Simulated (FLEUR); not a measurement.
Input of a FLEUR MaX-R8.1 (patched build s14) run:

inp.xml

```xml
<?xml version="1.0" encoding="UTF-8" standalone="no"?>
<fleurInput fleurInputVersion="0.39">
   <comment>
      GaP                                                                                                 
   </comment>
   <calculationSetup>
      <cutoffs Kmax="3.5" Gmax="17.5" GmaxXC="17.5" numbands="all"/>
      <scfLoop itmax="60" minDistance="0.00001" maxIterBroyd="15" imix="Anderson" alpha="0.05" precondParam="0.0" spinf="2.0"/>
      <coreElectrons ctail="T" frcor="F" kcrel="0" coretail_lmax="0"/>
      <xcFunctional name="Rpbe" relativisticCorrections="F"/>
      <magnetism jspins="1"/>
      <soc l_soc="T" theta="0.0" phi="0.0" spav="F"/>
      <expertModes spex="0" secvar="F"/>
      <geometryOptimization l_f="F" forcealpha="1.0" forcemix="BFGS" epsdisp="0.00001" epsforce="0.00001"/>
      <ldaU l_linMix="F" mixParam="0.05" spinf="1.0"/>
   </calculationSetup>
   <cell>
      <bzIntegration valenceElectrons="32.0" mode="hist" fermiSmearingEnergy="0.00367493">
         <kPointListSelection listName="default-1"/>
         <!-- k-points included here -->
         <xi:include xmlns:xi="http://www.w3.org/2001/XInclude" href="kpts.xml"> </xi:include>
      </bzIntegration>
      <!-- symmetry operations included here -->
      <xi:include xmlns:xi="http://www.w3.org/2001/XInclude" href="sym.xml"> </xi:include>
      <bulkLattice scale="1.0">
         <bravaisMatrix>
            <row-1>    0.0000000000000000     5.1499761210661497     5.1499761210661497</row-1>
            <row-2>    5.1499761210661497     0.0000000000000000     5.1499761210661497</row-2>
            <row-3>    5.1499761210661497     5.1499761210661497     0.0000000000000000</row-3>
         </bravaisMatrix>
      </bulkLattice>
   </cell>
   <atomSpecies>
      <species name="Gallium (Ga)" element="Ga" atomicNumber="31">
         <mtSphere radius="2.19" gridPoints="725" logIncrement="0.017"/>
         <atomicCutoffs lmax="8" lnonsphr="6"/>
         <electronConfig flipSpins="F">
            <coreConfig>(1s1/2) (2s1/2) (2p1/2) (2p3/2)</coreConfig>
            <valenceConfig>(3s1/2) (3p1/2) (3p3/2) (4s1/2) (3d3/2) (3d5/2) (4p1/2) (4p3/2)</valenceConfig>
            <stateOccupation state="(4p1/2)" spinUp="0.166667" spinDown="0.166667"/>
            <stateOccupation state="(4p3/2)" spinUp="0.333333" spinDown="0.333333"/>
         </electronConfig>
         <energyParameters s="4" p="4" d="3" f="4"/>
         <lo type="SCLO" l="0" n="3" eDeriv="0"/>
         <lo type="SCLO" l="1" n="3" eDeriv="0"/>
         <lo type="SCLO" l="1" n="3" eDeriv="1"/>
         <lo type="HELO" l="2" n="4" eDeriv="0"/>
         <lo type="HELO" l="2" n="4" eDeriv="1"/>
         <lo type="SCLO" l="3" n="4" eDeriv="2"/>
      </species>
      <species name="Phosphorous (P)" element="P" atomicNumber="15">
         <mtSphere radius="1.94" gridPoints="641" logIncrement="0.018"/>
         <atomicCutoffs lmax="7" lnonsphr="5"/>
         <electronConfig flipSpins="F">
            <coreConfig>(1s1/2) (2s1/2)</coreConfig>
            <valenceConfig>(2p1/2) (2p3/2) (3s1/2) (3p1/2) (3p3/2)</valenceConfig>
            <stateOccupation state="(3p1/2)" spinUp="0.500000" spinDown="0.500000"/>
            <stateOccupation state="(3p3/2)" spinUp="1.000000" spinDown="1.000000"/>
         </electronConfig>
         <energyParameters s="3" p="3" d="3" f="4"/>
         <lo type="SCLO" l="1" n="2" eDeriv="0"/>
         <lo type="SCLO" l="0" n="3" eDeriv="2"/>
         <lo type="SCLO" l="2" n="3" eDeriv="2"/>
         <lo type="SCLO" l="3" n="4" eDeriv="2"/>
      </species>
   </atomSpecies>
   <atomGroups>
      <atomGroup species="Gallium (Ga)">
         <relPos label="                   1">.0000000000 .0000000000 .0000000000</relPos>
         <force calculate="T" relaxXYZ="TTT"/>
      </atomGroup>
      <atomGroup species="Phosphorous (P)">
         <relPos label="                   2">-1.000/4.000 -1.000/4.000 -1.000/4.000</relPos>
         <force calculate="T" relaxXYZ="TTT"/>
      </atomGroup>
   </atomGroups>
   <output dos="F" band="F" slice="F">
      <checks vchk="F" cdinf="F"/>
      <bandDOS minEnergy="-.5*Htr" maxEnergy="0.5*Htr" sigma="0.015" storeEVData="T"/>
      <vacuumDOS vacdos="F" integ="F" star="F" nstars="0" locx1="0.0" locy1="0.0" locx2="0.0" locy2="0.0" nstm="0" tworkf="0.0"/>
      <unfoldingBand unfoldBand="F" supercellX="1" supercellY="1" supercellZ="1"/>
      <plotting iplot="0" polar="F">
         <plot TwoD="T" vec1="  1.0  0.0  0.0" vec2="  0.0  1.0  0.0" vec3="  0.0  0.0  1.0" zero="  0.0  0.0  0.0" file="plot"/>
      </plotting>
      <chargeDensitySlicing numkpt="0" minEigenval="0.0" maxEigenval="0.0" nnne="0" pallst="F"/>
      <specialOutput eonly="F"/>
      <magneticCircularDichroism mcd="F" energyLo="-10.0" energyUp="0.0"/>
   </output>
  <!-- We include the file relax.xml here to enable relaxations (see documentation) -->
  <xi:include xmlns:xi="http://www.w3.org/2001/XInclude" href="relax.xml"> <xi:fallback/> </xi:include>
</fleurInput>
```

Contents of crystal.txt:

```
GaP
&input cartesian=F /
0.0000000000  2.7252500000  2.7252500000
2.7252500000  0.0000000000  2.7252500000
2.7252500000  2.7252500000  0.0000000000
1.8897261246
1.0 1.0 1.0

2
31 0.0000000000  0.0000000000  0.0000000000
15 0.7500000000  0.7500000000  0.7500000000

&soc 0.0 0.0 /
&kpt div1=5 div2=5 div3=5 gamma=T /
```

Potentials or basis: all-electron, FLAPW.

Launch:

```bash
$ inpgen -f crystal.txt -profile veryFastHighL
$ # inp.xml edited to the form shown
$ fleur
```

(1) Predict the band gap on the k mesh.

Answers

(1) 1.86 eV, indirect (least direct gap 2.13 eV).

Caveat: an odd mesh through Γ misses points on the zone boundary, where band edges often lie.

The gap isn't set beside the measured one, since this odd mesh misses points on the zone boundary.
